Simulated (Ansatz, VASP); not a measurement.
## Te: VASP beside Ansatz

```
Te
1.0
     4.44693    0.00000    0.00000
    -2.22347    3.85115    0.00000
     0.00000    0.00000    5.91492
Te
3
Direct
  0.73100 0.73100 0.50000
  0.00000 0.26900 0.83333
  0.26900 0.00000 0.16667
```

Alike in both runs: task single point; functional PBEsol; dispersion D3(BJ); k mesh 7 × 7 × 5; occupations tetrahedron; no spin polarisation.

|  | VASP | Ansatz |
| --- | --- | --- |
| version | VASP 6.6.1 | Ansatz 0.2.0 |
| potentials or method | VASP PAW PBE potentials, release 64 (Te) | Ansatz PAW earlier set |
| plane-wave cutoff (eV) | 520 | 430 |
| valence electrons in the cell | 18 | 48 |

VASP gave:

| Property | Result |
| --- | --- |
| gap on the k mesh at the Fermi level (eV) | 0.59 |
| least direct gap on the mesh (eV) | 0.76 |
| pressure (GPa) | -2.6 |
| largest component of the traceless stress (GPa) | 0.25 |
| rms of the force components (eV/Å) | 0.085 |
| dispersion energy (meV/atom) | -411.4 |

Problem. What did Ansatz give for the same quantities?

Solution. gap on the k mesh at the Fermi level (eV): 0.59; least direct gap on the mesh (eV): 0.78; pressure (GPa): -2.7; largest component of the traceless stress (GPa): 0.20; rms of the force components (eV/Å): 0.070; dispersion energy (meV/atom): -411.5.

Atom by atom the forces differ by 0.015 eV/Å (rms over components). The two sets of potentials don't hold the same shells in valence.

Caveats: spin-orbit coupling is left out, which moves the levels of the heavy elements; the PAW data sets were made with another functional, which shifts forces and pressure a little (VASP); an odd mesh through Γ misses points on the zone boundary, where band edges often lie (VASP); odd divisions of the mesh miss points on the zone boundary, where band edges often lie, so the gap on the mesh can be too wide (Ansatz); the PAW data sets come from PBE, with cores solved anew for the run's functional, which leaves a small shift of forces and pressure (Ansatz); with tetrahedron occupations forces and stress needn't match the slope of the energy (Ansatz).
